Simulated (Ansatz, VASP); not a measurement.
TePb in VASP and in Ansatz

Contents of INCAR:

```
SYSTEM = TePb
ALGO     = Normal         ! electronic algorithm
EDIFF    = 1E-7           ! SCF threshold, eV
ENCUT    = 520            ! plane-wave cutoff, eV
GGA      = PE             ! functional
ISIF     = 2              ! what is computed and relaxed
ISMEAR   = 0              ! smearing method
IVDW     = 12             ! dispersion correction
LASPH    = .True.         ! aspherical terms in the spheres
LCHARG   = .True.         ! write CHGCAR
LELF     = .True.         ! ELF
LREAL    = .False.        ! projectors in reciprocal space
LVHAR    = .True.       
LWAVE    = .False.        ! write WAVECAR
NBANDS   = 17             ! bands
NELM     = 80             ! most SCF steps
PREC     = Accurate       ! precision mode
SIGMA    = 0.05           ! smearing width, eV
```

KPOINTS

```
k-points
0
Gamma
  8 8 8
  0 0 0
```

File POSCAR:

```
TePb
1.0
    3.8509494324      0.0000000000      0.0000000000
    0.0000000000      3.8509494324      0.0000000000
    0.0000000000      0.0000000000      3.8509494324
Te Pb
1 1
Direct
    0.5000000000      0.5000000000      0.5000000000
    0.0000000000      0.0000000000      0.0000000000
```

Input for Ansatz:

```yaml
crystal:
  lattice:
    - [3.8509494324, 0.0, 0.0]
    - [0.0, 3.8509494324, 0.0]
    - [0.0, 0.0, 3.8509494324]
  atoms:
    - { symbol: Te, position: [0.5, 0.5, 0.5] }
    - { symbol: Pb, position: [0.0, 0.0, 0.0] }
basis:
  ecutwfc: 420
  ecutrho_ratio: 4
kpoints:
  mp_grid: { grid: [8, 8, 8] }
hamiltonian:
  xc: pbe
  dispersion: d3bj
scf:
  occupations: { method: gaussian, width: 0.05 }
output:
  forces: true
  stress: true
  eigenvalues: true
```

Alike in both runs: task single point; functional PBE; dispersion D3(BJ); k mesh 8 × 8 × 8; occupations gaussian, width 0.05 eV; no spin polarisation.

|  | VASP | Ansatz |
| --- | --- | --- |
| version | VASP 6.6.1 | Ansatz 0.2.0 |
| potentials or method | VASP PAW PBE potentials, release 64 (Te, Pb_d) | scalar-relativistic, plane waves, PAW |
| plane-wave cutoff (eV) | 520 | 420 |
| valence electrons in the cell | 20 | 30 |

```tsv
	VASP	Ansatz	Ansatz less VASP
gap on the k mesh at the Fermi level (eV)	none	none	-
pressure (GPa)	2.9	2.9	+0.06
```

A gap of «none» marks a metal or a gap that the smearing closes. The two sets of potentials don't hold the same shells in valence.

Caveats: pairwise dispersion overbinds metals, which lowers pressure and volume. Spin-orbit coupling is left out, which matters for the levels of Pb, Te.
